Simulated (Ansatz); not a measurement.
Wanted: the native input for an Ansatz 0.2.0 run.

| Quantity | Value |
| --- | --- |
| Task | phonons |
| Functional | PBEsol |
| Potentials or basis | Ansatz PAW |
| Cutoff | 420 eV (not typed: the program's choice for these potentials) |
| k mesh | 7 × 7 × 4 |
| Occupations | fixed |
| Spin | no spin polarisation |

ZnS (Wurtzite-2H):

```
Zn S
1.0
     3.81100    0.00000    0.00000
    -1.90550    3.30042    0.00000
     0.00000    0.00000    6.23400
Zn S
2 2
Direct
  0.66667 0.33333 0.50000
  0.33333 0.66667 0.00000
  0.66667 0.33333 0.88500
  0.33333 0.66667 0.38500
```

These files were run (other wordings do the same):

input.yaml

```yaml
crystal:
  lattice:
    - [3.811, 0.0, 0.0]
    - [-1.9055, 3.3004228138, 0.0]
    - [0.0, 0.0, 6.234]
  atoms:
    - { symbol: Zn, position: [0.6666666667, 0.3333333333, 0.5] }
    - { symbol: Zn, position: [0.3333333333, 0.6666666667, 0.0] }
    - { symbol: S, position: [0.6666666667, 0.3333333333, 0.885] }
    - { symbol: S, position: [0.3333333333, 0.6666666667, 0.385] }
hamiltonian:
  xc: pbesol
  pseudopotentials: { kind: paw }
kpoints:
  mp_grid: { grid: [7, 7, 4] }
scf:
  occupations: { method: fixed }
phonons:
  method: dfpt
  dielectric: true
  rigid_motions: translations
```

Potentials or basis: Ansatz PAW.

Command:

```bash
$ ansatz run input.yaml --threads 2 --pin off --max-ram 5120MiB --backend cpu --events-out ev --progress --plain --runs-dir out
```

Results of the run:

```json
{
 "Band gap on the k mesh": "2.11 eV, direct",
 "Electronic dielectric tensor (diagonal)": "6.01, 6.01, 6.08",
 "Born charges (mean of the diagonal)": "Zn +1.96; S -1.96 e",
 "Highest phonon frequency at Γ, LO-TO splitting left out": "304 cm⁻¹",
 "Static dielectric tensor (diagonal)": "8.56, 8.56, 10.69"
}
```

Caveat: odd divisions of the mesh miss points on the zone boundary, where band edges often lie, so the gap on the mesh can be too wide.

Wall time 3.3 min on 2 threads of Intel(R) Xeon(R) Processor @ 2.50GHz (Skylake/Cascade Lake) (shared host), peak memory 0.88 GiB.
